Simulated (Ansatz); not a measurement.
Cr in Ansatz: the effect of functional

The system is Cr.

```
CELL_PARAMETERS angstrom
1.14705 -2.46703 0.00000
1.14705 2.46703 0.00000
0.00000 0.00000 4.06431
ATOMIC_POSITIONS crystal
Cr 0.87053 0.12947 0.75000
Cr 0.12947 0.87053 0.25000
```

This isn't the form of Cr at room conditions, which is bcc.

Alike in all runs:

```yaml
Program: Ansatz 0.2.0
Task: equation of state
Potentials_or_basis: Ansatz PAW
k_mesh: 13 × 13 × 7
Occupations: fermi-dirac, width 0.05 eV
Spin: collinear spin, ferromagnetic start
Starting_moments: "[3.0, 3.0] μB"
```

```csv
functional,cutoff,V0 of scaled cells (Å³/atom),B0 (GPa)
LDA,420 eV,11.09,279
PBEsol,420 eV,?,?
r2SCAN,500 eV,11.60,257
```

Problem. What does the run with functional PBEsol give?

Solution. V0 of scaled cells 11.42 Å³/atom; B0 260 GPa.

Caveats: the cell was scaled at fixed shape and fractional positions, which overstates the stiffness of a crystal with free parameters, most of all of layers and chains; the magnetic or orbital state may not be the lowest (some runs); the PAW data sets were made with another functional, which shifts forces and pressure a little (some runs).
